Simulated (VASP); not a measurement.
# HfB (Fm-3m) in VASP: a series of runs

Runs on HfB. Level: LDA. Tasks: single point.

All numbers are computed with VASP 6.6.1; they aren't measurements. Logs are shortened: lines on timing, memory, paths and dates and some standing lists are left out, and cuts for length are marked.

## (1) The crystal as given

Symmetry: Fm-3m, No. 225, cubic system. Conventional cell: a = 4.620 Å, b = 4.620 Å, c = 4.620 Å, α = 90.00°, β = 90.00°, γ = 90.00°. Around Hf (site symmetry m-3m) lie 6 B at 2.31 Å. Around B (site symmetry m-3m) lie 6 Hf at 2.31 Å.

## (2) Single point, LDA

Input file INCAR:

```
SYSTEM = HfB
ALGO = Normal ; EDIFF = 1E-7
ENCUT = 520 ; GGA = CA
ISIF = 2 ; ISMEAR = 0
LASPH = .True. ; LCHARG = .False.
LREAL = .False. ; LWAVE = .False.
NBANDS = 14 ; NELM = 100
PREC = Accurate ; SIGMA = 0.15
```

Input file KPOINTS:

```
k-points
0
Gamma
  18 18 18
  0 0 0
```

Input file POSCAR:

```
HfB
1.0
    0.0000000000      2.3100000000      2.3100000000
    2.3100000000      0.0000000000      2.3100000000
    2.3100000000      2.3100000000      0.0000000000
Hf B
1 1
Direct
    0.5000000000      0.5000000000      0.5000000000
    0.0000000000      0.0000000000      0.0000000000
```

Potentials or basis: VASP PAW LDA potentials, release 64 (Hf_pv, B).

Command:

```console
cat potpaw_LDA.64/Hf_pv/POTCAR potpaw_LDA.64/B/POTCAR > POTCAR
mpirun -np 1 vasp_std > vasp.out
```

OUTCAR:

```text
SYSTEM = HfB
   EDIFF = 1E-7
   ENCUT = 520
   GGA = CA
   ISIF = 2
   ISMEAR = 0
   LASPH = .True.
   LREAL = .False.
   NELM = 100
   PREC = Accurate

 ion  position               nearest neighbor table
   1  0.500  0.500  0.500-   2 2.31   2 2.31   2 2.31   2 2.31   2 2.31   2 2.31
   2  0.000  0.000  0.000-   1 2.31   1 2.31   1 2.31   1 2.31   1 2.31   1 2.31

  LATTYP: Found a face centered cubic cell.
 ALAT       =     4.6200000000

  Lattice vectors:

 A1 = (   0.0000000000,   2.3100000000,   2.3100000000)
 A2 = (   2.3100000000,   0.0000000000,   2.3100000000)
 A3 = (   2.3100000000,   2.3100000000,   0.0000000000)

Analysis of symmetry for initial positions (statically):
=====================================================================
 Subroutine PRICEL returns:
 Original cell was already a primitive cell.

 Routine SETGRP: Setting up the symmetry group for a
 face centered cubic supercell.

 Subroutine GETGRP returns: Found 48 space group operations
 (whereof 48 operations were pure point group operations)
 out of a pool of 48 trial point group operations.

The static configuration has the point symmetry O_h .

Analysis of symmetry for dynamics (positions and initial velocities):
=====================================================================
 Subroutine PRICEL returns:
 Original cell was already a primitive cell.

 Routine SETGRP: Setting up the symmetry group for a
 face centered cubic supercell.

 Subroutine GETGRP returns: Found 48 space group operations
 (whereof 48 operations were pure point group operations)
 out of a pool of 48 trial point group operations.

The dynamic configuration has the point symmetry O_h .

 Subroutine INISYM returns: Found 48 space group operations
 (whereof 48 operations are pure point group operations),
 and found     1 'primitive' translations

----------------------------------------------------------------------------------------

                                     Primitive cell

  volume of cell :      24.6528

  direct lattice vectors                    reciprocal lattice vectors
     0.000000000  2.310000000  2.310000000    -0.216450216  0.216450216  0.216450216
     2.310000000  0.000000000  2.310000000     0.216450216 -0.216450216  0.216450216
     2.310000000  2.310000000  0.000000000     0.216450216  0.216450216 -0.216450216

  length of vectors
     3.266833329  3.266833329  3.266833329     0.374902772  0.374902772  0.374902772

  position of ions in fractional coordinates (direct lattice)
     0.500000000  0.500000000  0.500000000
[... 91 lines left out ...]
   EMIN   =  10.00;   EMAX   =-10.00  energy-range for DOS
   EFERMI =   0.00;   METHOD = LEGACY
   ISMEAR =     0;   SIGMA  =   0.15  broadening in eV -4-tet -1-fermi 0-gaus
   EFERMI_NEDOS =   21; number of points for ismear=-14 and -15
   IALGO  =     38    algorithm
   IMIX   =      4    mixing-type and parameters
     AMIX     =   0.40;   BMIX     =  1.00
     AMIX_MAG =   1.60;   BMIX_MAG =  1.00
  volume/ion in A,a.u.               =      12.33        83.18
  Fermi-wavevector in a.u.,A,eV,Ry     =   1.322617  2.499383 23.800871  1.749315
  Thomas-Fermi vector in A             =   2.452285
   LORBIT       =      0    0 simple, 1 ext, 2 COOP (PROOUT), +10 PAW based schemes
   GGA     = CA    functional components
   LHFCALC =     F    Hartree Fock is set to
   AEXX    =    0.0000 exact exchange contribution
   IVDW    =     0    specifies the selected vdW correction
   LEPSILON=     F    determine dielectric tensor
   LRPA    =     F    only Hartree local field effects (RPA)
 non-spin polarized calculation
 Gauss-broadening in eV      SIGMA  =   0.15
  energy-cutoff  :      520.00
  volume of cell :       24.65
 maximum number of plane-waves:       680
   NGX = 13   NGY = 13   NGZ = 13

 number of electron      13.0000002 magnetization

 Free energy of the ion-electron system (eV)
  ---------------------------------------------------
  ext. energy  EPLUGINS =         0.00000000
  ---------------------------------------------------
  free energy    TOTEN  =       -18.87729324 eV

  energy without entropy =      -18.86555469  energy(sigma->0) =      -18.87142396

 E-fermi :   5.0894     XC(G=0): -12.4529

 val. band max:        5.0651286598   @ k =   0.3889   0.1667   0.0000
 cond. band min:       5.1093688950   @ k =   0.2778   0.2222   0.0000
 fundamental gap:      0.0442402352
 Fermi energy:         5.0894103064

 k-point     1 :       0.0000    0.0000    0.0000
  band No.  band energies     occupation
      1     -23.0741      2.00000
      2     -23.0741      2.00000
      3     -23.0741      2.00000
      4      -4.3440      2.00000
      5       7.2079      0.00000
      6       7.2079      0.00000
      7       7.2079      0.00000
      8       9.0559      0.00000
      9       9.0559      0.00000
     10       9.0559      0.00000
     11       9.2506      0.00000
     12       9.2506      0.00000
     13      16.8492      0.00000
     14      18.2079      0.00000
[... 377 lines left out ...]
      1     -23.4399      2.00000
      2     -23.1390      2.00000
      3     -23.1021      2.00000
      4      -2.7359      2.00000
      5       4.2011      2.00000
      6       4.9873      1.66410
      7       5.1553      0.53462
      8       8.5777      0.00000
      9       9.3748      0.00000
     10      10.4224      0.00000
     11      13.9188      0.00000
     12      15.4117      0.00000
     13      18.7100      0.00000
     14      19.3293      0.00000

 [... further k-points ...]

------------------------ aborting loop because EDIFF is reached ----------------------------------------

  FORCE on cell =-STRESS in cart. coord.  units (eV):
  Direction    XX          YY          ZZ          XY          YZ          ZX
  --------------------------------------------------------------------------------------
  -------------------------------------------------------------------------------------
  Total        3.0719846      3.0719846      3.0719846      0.0000000     -0.0000000      0.0000000
  in kB      199.6474088    199.6474088    199.6474088      0.0000000     -0.0000000      0.0000000
  external PRESSURE =     199.6474088 kB  Pullay stress =       0.0000000 kB

 VOLUME and BASIS-vectors are now :
 -----------------------------------------------------------------------------
  energy-cutoff  :      520.00
  volume of cell :       24.65
      direct lattice vectors                 reciprocal lattice vectors
     0.000000000  2.310000000  2.310000000    -0.216450216  0.216450216  0.216450216
     2.310000000  0.000000000  2.310000000     0.216450216 -0.216450216  0.216450216
     2.310000000  2.310000000  0.000000000     0.216450216  0.216450216 -0.216450216

 POSITION                                       TOTAL-FORCE (eV/Angst)
 -----------------------------------------------------------------------------------
      2.31000      2.31000      2.31000        -0.000000      0.000000      0.000000
      0.00000      0.00000      0.00000         0.000000     -0.000000     -0.000000
 -----------------------------------------------------------------------------------
    total drift:                               -0.000000     -0.000000      0.000000

  FREE ENERGIE OF THE ION-ELECTRON SYSTEM (eV)
  ---------------------------------------------------
  free  energy   TOTEN  =       -18.8772932366 eV

  energy  without entropy=      -18.8655546881  energy(sigma->0) =      -18.87142396
```

stdout:

```text
POSCAR found type information on POSCAR HfB
 POSCAR found :  2 types and       2 ions
 scaLAPACK will be used
 LDA part: xc-table for (Slater(with rela. corr.)+CA(PZ))
 , standard interpolation
 POSCAR, INCAR and KPOINTS ok, starting setup
 FFT: planning ... GRIDC
 FFT: planning ... GRID_SOFT
 FFT: planning ... GRID
 WAVECAR not read
 entering main loop
```

It took 21 s on 1 thread of Intel Xeon Platinum 8488C (Sapphire Rapids), shared host; peak memory 0.18 GiB.

Results:

- Free energy: -18.8773 eV
- Pressure: 20.0 GPa
- Band gap on the k mesh: none (metal or under the smearing width)

Levels at points of the mesh, in eV from the Fermi level:
```csv
k point,band 5,band 6,band 7,band 8,band 9,band 10
"(0.00, 0.00, 0.00)",2.12,2.12,2.12,3.97,3.97,3.97
"(0.50, 0.00, 0.00)",-3.84,-1.39,-1.39,6.42,6.42,7.49
"(0.50, 0.50, 0.00)",-1.14,-0.79,2.42,2.42,6.18,7.78
```

Caveat: so large a pressure means that the cell lies far from this level's equilibrium, or that cutoff or potentials fall short. Spin-orbit coupling is left out, which matters for the levels of Hf.

## (3) Single point, LDA

Input file INCAR:

```
SYSTEM = HfB
PREC     = Accurate       ! precision mode
ENCUT    = 520            ! plane-wave cutoff, eV
EDIFF    = 1E-6           ! SCF threshold, eV
ISMEAR   = 0              ! smearing method
SIGMA    = 0.15           ! smearing width, eV
LREAL    = .False.        ! projectors in reciprocal space
LASPH    = .True.         ! aspherical terms in the spheres
NELM     = 100            ! most SCF steps
ALGO     = Normal         ! electronic algorithm
ISIF     = 2              ! what is computed and relaxed
LWAVE    = .False.        ! write WAVECAR
LCHARG   = .False.        ! write CHGCAR
NBANDS   = 14             ! bands
```

Input file KPOINTS:

```
Automatic mesh
0
Gamma
  20 20 20
  0 0 0
```

POSCAR is that of step 2.

Potentials or basis: VASP PAW LDA potentials, release 64 (Hf_pv, B).

Command:

```console
cat potpaw_LDA.64/Hf_pv/POTCAR potpaw_LDA.64/B/POTCAR > POTCAR
mpirun -np 1 vasp_std > vasp.out
```

Run time: 25 s. Hardware: 1 thread of Intel Xeon Platinum 8488C (Sapphire Rapids), shared host; peak memory 0.2 GiB.

Results (log left out):

```
Free energy            : -18.8780 eV
Pressure               : 19.9 GPa
Band gap on the k mesh : none (metal or under the smearing width)
```

Levels at points of the mesh, in eV from the Fermi level:
| k point | band 4 | band 5 | band 6 | band 7 | band 8 | band 9 | band 10 | band 11 |
| --- | --- | --- | --- | --- | --- | --- | --- | --- |
| (0.00, 0.00, 0.00) | -9.44 | 2.12 | 2.12 | 2.12 | 3.96 | 3.96 | 3.96 | 4.16 |
| (0.50, 0.00, 0.00) | -4.99 | -3.85 | -1.39 | -1.39 | 6.42 | 6.42 | 7.49 | 8.57 |
| (0.50, 0.50, 0.00) | -6.62 | -1.14 | -0.80 | 2.42 | 2.42 | 6.18 | 7.78 | 7.78 |

Caveat: so large a pressure means that the cell lies far from this level's equilibrium, or that cutoff or potentials fall short. The run has no spin-orbit coupling, so splittings on Hf are missing.
